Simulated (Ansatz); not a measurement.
# Zn in Ansatz: the effect of target pressure

Crystal: Zn.

```
Zn
1.0
     0.00000    1.96478    1.96478
     1.96478    0.00000    1.96478
     1.96478    1.96478    0.00000
Zn
1
Direct
  0.00000 0.00000 0.00000
```

This isn't the form of Zn at room conditions, which is hcp.

Alike in all runs:

```yaml
Program: Ansatz 0.2.0
Task: relaxation of cell and atoms
Functional: PBEsol
Potentials_or_basis: Ansatz PAW
Cutoff: "420 eV (not typed: the program's choice for these potentials)"
k_mesh: 12 × 12 × 12
Occupations: fermi-dirac, width 0.05 eV
Spin: no spin polarisation
```

Each run relaxes the cell or the atoms first.

| target pressure | relaxed volume (Å³/atom) |
| --- | --- |
| 0 GPa | 14.10 |
| 2 GPa | 13.79 |
| 5 GPa | 13.40 |
| 10 GPa | ? |
| 20 GPa | 12.12 |
| 30 GPa | 11.54 |

Q: What does the run with target pressure 10 GPa give?

A: Relaxed volume 12.89 Å³/atom.

Worked out: In Murnaghan's law V^(-B') rises as a straight line in P. The other rows fit best with B' = 4.8, V0 = 14.09 Å³/atom and B0 = 90 GPa, which gives 12.89 Å³/atom at 10 GPa, against the run's 12.89.

Caveats: the plane-wave basis is chosen anew once the cell has moved, so the energies of steps on either side of that aren't comparable; the PAW data sets come from PBE, with cores solved anew for the run's functional, which leaves a small shift of forces and pressure; the volume moved by over 15 % at a fixed basis, so the end points are rough (some runs).
